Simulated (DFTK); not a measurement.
# Be (P6_3/mmc) in DFTK: equation of state

Aim: energy against volume of Be in PBE, for its equilibrium volume and stiffness.

Everything below comes from runs of DFTK 0.8.2. Logs are shortened: lines on timing, memory, paths and dates and some standing lists are left out, and cuts for length are marked.

## (1) The crystal as given

The structure is hexagonal, space group P6_3/mmc (No. 194). The conventional cell has a = 2.285 Å, b = 2.285 Å, c = 3.584 Å, α = 90.00°, β = 90.00°, γ = 120.00°. Be (site symmetry -6m2) is surrounded by 12 Be at 2.23 to 2.29 Å.

## (2) Equation of state, PBE

The input, run.jl:

```julia
using DFTK
using PseudoPotentialData
using Unitful, UnitfulAtomic
using LinearAlgebra, Printf
include("save.jl")
disable_threading()

# lattice vectors are the columns
lattice = austrip(1u"Å") * [        2.2853       -1.14265            0.0;
                      0.0   1.9791278553            0.0;
                      0.0            0.0         3.5842]
symbols   = [:Be, :Be]
positions = [[0.6666666667, 0.3333333333, 0.75],
             [0.3333333333, 0.6666666667, 0.25]]
pseudopotentials = PseudoFamily("dojo.nc.sr.pbe.v0_4_1.standard.upf")
elements = Dict(s => ElementPsp(s, pseudopotentials) for s in unique(symbols))
atoms    = [elements[s] for s in symbols]

build_model(lattice, positions; symmetries=true) =
    model_DFT(lattice, atoms, positions;
              functionals=PBE(),
              temperature=austrip(0.05u"eV"),
              smearing=Smearing.FermiDirac(),
              symmetries)
Ecut  = 44.0  # hartree
kgrid = [13, 13, 8]
tol   = 1e-6
to_GPa = ustrip(uconvert(u"GPa", 1u"hartree/bohr^3"))

results["points"] = []
for scale in [0.94, 0.96, 0.98, 1.0, 1.02, 1.04, 1.06]
    println("\n=== scale = ", scale)
    model = build_model(cbrt(scale) * lattice, positions)
    basis = PlaneWaveBasis(model; Ecut, kgrid)
    t0 = time()
    scfres = self_consistent_field(basis;
                                   tol,
                                   nbandsalg=AdaptiveBands(model; n_bands_converge=9))
    seconds = time() - t0
    @printf "SCF: %d iterations, %.1f s\n" scfres.n_iter seconds
    forces = compute_forces_cart(scfres)
    stress = compute_stresses_cart(scfres)
    @printf "V = %.5f Å^3  F = %.8f Ha  max force = %.5f eV/Å  p = %.4f GPa\n" ustrip(auconvert(u"Å^3", model.unit_cell_volume)) scfres.energies.total ustrip(auconvert(u"eV/Å", maximum(norm, forces))) (-tr(stress) / 3 * to_GPa)
    push!(results["points"], save_scf!(scfres; forces, stress, d=Dict{String,Any}("seconds" => seconds, "n_matvec" => get(scfres, :n_matvec, 0))))
end

# third-order Birch-Murnaghan fit in x = V^(-2/3)
V = [0.94, 0.96, 0.98, 1.0, 1.02, 1.04, 1.06] * abs(det(lattice))
E = [p["total"] for p in results["points"]]
x = V .^ (-2 / 3)
c = [x .^ 0 x x .^ 2 x .^ 3] \ E
Δ = c[3]^2 - 3c[2] * c[4]
if Δ > 0
    x0 = (-c[3] + sqrt(Δ)) / 3c[4]
    B0 = 4 / 9 * x0^(7 / 2) * (2c[3] + 6c[4] * x0)
    @printf "V0 = %.4f Å^3  B0 = %.2f GPa\n" ustrip(auconvert(u"Å^3", x0^(-3 / 2))) B0 * to_GPa
end
```

Potentials or basis: dojo.nc.sr.pbe.v0_4_1.standard.upf (PBE).

Run with:

```bash
> julia --threads=1 run.jl  # save.jl only writes the numbers to a file and isn't shown; printed stress counts tension as positive; times include loading and compiling
```

The log of the run:

```text
=== scale = 0.94
n     Energy            log10(ΔE)   log10(Δρ)   Diag   Δtime
---   ---------------   ---------   ---------   ----   ------
  1   -27.90870365363                   -1.12    3.4    4.80s
  2   -27.90901856844       -3.50       -1.81    1.0    3.12s
  3   -27.90903649628       -4.75       -2.69    2.0    3.11s
  4   -27.90903740240       -6.04       -3.60    2.5    2.66s
  5   -27.90903742790       -7.59       -4.25    2.6    3.47s
  6   -27.90903742818       -9.55       -4.80    2.1    3.16s
  7   -27.90903742820      -10.84       -6.03    1.9    3.19s
SCF: 7 iterations, 24.6 s
V = 15.23832 Å^3  F = -27.90903743 Ha  max force = 0.00000 eV/Å  p = 5.9940 GPa

=== scale = 0.96
n     Energy            log10(ΔE)   log10(Δρ)   Diag   Δtime
---   ---------------   ---------   ---------   ----   ------
  1   -27.90903743885                   -1.12    3.4    3.76s
  2   -27.90935738843       -3.49       -1.80    1.0    2.59s
  3   -27.90937584769       -4.73       -2.69    2.0    2.97s
  4   -27.90937679846       -6.02       -3.59    2.5    3.39s
  5   -27.90937682388       -7.59       -4.24    2.6    3.47s
  6   -27.90937682418       -9.52       -4.81    2.1    2.39s
  7   -27.90937682419      -10.83       -6.02    1.9    2.99s
SCF: 7 iterations, 22.6 s
V = 15.56254 Å^3  F = -27.90937682 Ha  max force = 0.00000 eV/Å  p = 3.0793 GPa

=== scale = 0.98
n     Energy            log10(ΔE)   log10(Δρ)   Diag   Δtime
---   ---------------   ---------   ---------   ----   ------
  1   -27.90916475551                   -1.12    3.4    4.60s
  2   -27.90948896271       -3.49       -1.80    1.0    1.81s
  3   -27.90950772291       -4.73       -2.69    2.0    3.00s
  4   -27.90950869670       -6.01       -3.58    2.4    3.30s
  5   -27.90950872186       -7.60       -4.23    2.5    2.74s
  6   -27.90950872217       -9.51       -4.82    2.2    3.29s
  7   -27.90950872218      -10.83       -6.02    1.9    3.05s
SCF: 7 iterations, 22.1 s
V = 15.88676 Å^3  F = -27.90950872 Ha  max force = 0.00000 eV/Å  p = 0.4125 GPa

=== scale = 1.0
n     Energy            log10(ΔE)   log10(Δρ)   Diag   Δtime
---   ---------------   ---------   ---------   ----   ------
  1   -27.90910839113                   -1.12    3.4    4.65s
  2   -27.90943056224       -3.49       -1.80    1.0    2.60s
  3   -27.90944962898       -4.72       -2.68    2.0    2.27s
  4   -27.90945063153       -6.00       -3.58    2.5    3.27s
  5   -27.90945065798       -7.58       -4.22    2.5    3.40s
  6   -27.90945065830       -9.50       -4.81    2.2    3.03s
  7   -27.90945065832      -10.81       -6.01    1.9    2.97s
SCF: 7 iterations, 22.6 s
V = 16.21098 Å^3  F = -27.90945066 Ha  max force = 0.00000 eV/Å  p = -2.0291 GPa

=== scale = 1.02
n     Energy            log10(ΔE)   log10(Δρ)   Diag   Δtime
---   ---------------   ---------   ---------   ----   ------
  1   -27.90887239192                   -1.12    3.4    4.49s
  2   -27.90919816116       -3.49       -1.79    1.0    2.84s
  3   -27.90921761038       -4.71       -2.68    2.0    3.79s
  4   -27.90921863592       -5.99       -3.58    2.4    4.40s
  5   -27.90921866383       -7.55       -4.21    2.6    3.82s
  6   -27.90921866417       -9.47       -4.81    2.1    3.31s
  7   -27.90921866419      -10.79       -5.99    2.0    2.56s
  8   -27.90921866419      -12.42       -6.55    3.2    4.46s
SCF: 8 iterations, 30.0 s
V = 16.53520 Å^3  F = -27.90921866 Ha  max force = 0.00000 eV/Å  p = -4.2656 GPa

=== scale = 1.04
n     Energy            log10(ΔE)   log10(Δρ)   Diag   Δtime
---   ---------------   ---------   ---------   ----   ------
  1   -27.90848662256                   -1.12    3.4    4.83s
  2   -27.90880662203       -3.49       -1.79    1.0    1.95s
  3   -27.90882608219       -4.71       -2.68    2.0    3.02s
  4   -27.90882711629       -5.99       -3.58    2.5    3.50s
  5   -27.90882714527       -7.54       -4.20    2.6    3.69s
  6   -27.90882714562       -9.46       -4.81    2.1    3.32s
  7   -27.90882714564      -10.78       -5.98    2.0    3.17s
  8   -27.90882714564      -12.38       -6.55    3.2    3.89s
SCF: 8 iterations, 27.7 s
V = 16.85942 Å^3  F = -27.90882715 Ha  max force = 0.00000 eV/Å  p = -6.3159 GPa

=== scale = 1.06
n     Energy            log10(ΔE)   log10(Δρ)   Diag   Δtime
---   ---------------   ---------   ---------   ----   ------
  1   -27.90794505831                   -1.12    3.4    4.76s
  2   -27.90826857543       -3.49       -1.79    1.0    1.82s
  3   -27.90828846716       -4.70       -2.68    2.0    3.03s
  4   -27.90828953811       -5.97       -3.57    2.5    3.48s
  5   -27.90828956736       -7.53       -4.20    2.5    3.66s
  6   -27.90828956773       -9.43       -4.81    2.1    3.16s
  7   -27.90828956774      -10.78       -5.98    2.0    2.45s
  8   -27.90828956774      -12.35       -6.57    3.2    3.92s
SCF: 8 iterations, 27.3 s
V = 17.18364 Å^3  F = -27.90828957 Ha  max force = 0.00000 eV/Å  p = -8.1953 GPa
V0 = 15.9456 Å^3  B0 = 123.56 GPa
```

Wall time 5.7 min (1 thread of Intel Xeon 6975P-C (Granite Rapids), shared host); peak memory 1.9 GiB.

What came out:

```yaml
Equilibrium_volume: 7.97 Å³/atom
Bulk_modulus_at_fixed_shape_and_positions: 124 GPa
Pressure_derivative_of_the_bulk_modulus: 3.3
```

Energy against volume, from the lowest point:
```tsv
volume (Å³/atom)	energy (meV/atom)
7.619	6.41
7.781	1.79
7.943	0.00
8.105	0.79
8.268	3.95
8.430	9.27
8.592	16.59
```

Caveat: the cell was scaled at fixed shape and fractional positions, which overstates the stiffness of a crystal with free parameters, most of all of layers and chains.

## (3) Single point, PBE, 7.62 Å³/atom (volume scaled by 0.94)

run.jl is that of step 2.

Potentials or basis: dojo.nc.sr.pbe.v0_4_1.standard.upf (PBE).

Run with:

```bash
> julia --threads=1 run.jl  # one pass of the loop, scale = 0.94; save.jl only writes the numbers to a file and isn't shown; printed stress counts tension as positive; times include loading and compiling
```

Run time: 25 s. Hardware: 1 thread of Intel Xeon 6975P-C (Granite Rapids), shared host.

It converged, with:

```
Free energy            : -759.4436 eV
Pressure               : 6.0 GPa
Band gap on the k mesh : none (metal or under the smearing width)
```

## (4) Single point, PBE, 7.78 Å³/atom (volume scaled by 0.96)

run.jl is that of step 3.

Run with:

```bash
> julia --threads=1 run.jl  # one pass of the loop, scale = 0.96; save.jl only writes the numbers to a file and isn't shown; printed stress counts tension as positive; times include loading and compiling
```

Wall time 23 s (1 thread of Intel Xeon 6975P-C (Granite Rapids), shared host).

It converged, with:

```
Free energy            : -759.4528 eV
Pressure               : 3.1 GPa
Band gap on the k mesh : none (metal or under the smearing width)
```

## (5) Single point, PBE, 7.94 Å³/atom (volume scaled by 0.98)

run.jl is that of step 4.

Run with:

```bash
> julia --threads=1 run.jl  # one pass of the loop, scale = 0.98; save.jl only writes the numbers to a file and isn't shown; printed stress counts tension as positive; times include loading and compiling
```

Run time: 22 s. Hardware: 1 thread of Intel Xeon 6975P-C (Granite Rapids), shared host.

It converged, with:

* Free energy: -759.4564 eV
* Pressure: 0.4 GPa
* Band gap on the k mesh: none (metal or under the smearing width)

## (6) Single point, PBE, 8.11 Å³/atom

run.jl is that of step 5.

Potentials or basis: dojo.nc.sr.pbe.v0_4_1.standard.upf (PBE).

Run with:

```bash
> julia --threads=1 run.jl  # one pass of the loop, scale = 1.0; save.jl only writes the numbers to a file and isn't shown; printed stress counts tension as positive; times include loading and compiling
```

It took 23 s on 1 thread of Intel Xeon 6975P-C (Granite Rapids), shared host.

Results (log left out):

```yaml
Free_energy: -759.4548 eV
Pressure: -2.0 GPa
Band_gap_on_the_k_mesh: none (metal or under the smearing width)
```

## (7) Single point, PBE, 8.27 Å³/atom (volume scaled by 1.02)

run.jl is that of step 6.

Run with:

```bash
> julia --threads=1 run.jl  # one pass of the loop, scale = 1.02; save.jl only writes the numbers to a file and isn't shown; printed stress counts tension as positive; times include loading and compiling
```

Run time: 30 s. Hardware: 1 thread of Intel Xeon 6975P-C (Granite Rapids), shared host.

Results (log left out):

```yaml
Free_energy: -759.4485 eV
Pressure: -4.3 GPa
Band_gap_on_the_k_mesh: none (metal or under the smearing width)
```

## (8) Single point, PBE, 8.43 Å³/atom (volume scaled by 1.04)

run.jl is that of step 7.

Run with:

```bash
> julia --threads=1 run.jl  # one pass of the loop, scale = 1.04; save.jl only writes the numbers to a file and isn't shown; printed stress counts tension as positive; times include loading and compiling
```

Wall time 28 s (1 thread of Intel Xeon 6975P-C (Granite Rapids), shared host).

The run converged. Its results:

```yaml
Free_energy: -759.4379 eV
Pressure: -6.3 GPa
Band_gap_on_the_k_mesh: none (metal or under the smearing width)
```

## (9) Single point, PBE, 8.59 Å³/atom (volume scaled by 1.06)

run.jl is that of step 8.

Potentials or basis: dojo.nc.sr.pbe.v0_4_1.standard.upf (PBE).

Run with:

```bash
> julia --threads=1 run.jl  # one pass of the loop, scale = 1.06; save.jl only writes the numbers to a file and isn't shown; printed stress counts tension as positive; times include loading and compiling
```

Wall time 27 s (1 thread of Intel Xeon 6975P-C (Granite Rapids), shared host).

The run converged. Its results:

- Free energy: -759.4232 eV
- Pressure: -8.2 GPa
- Band gap on the k mesh: none (metal or under the smearing width)
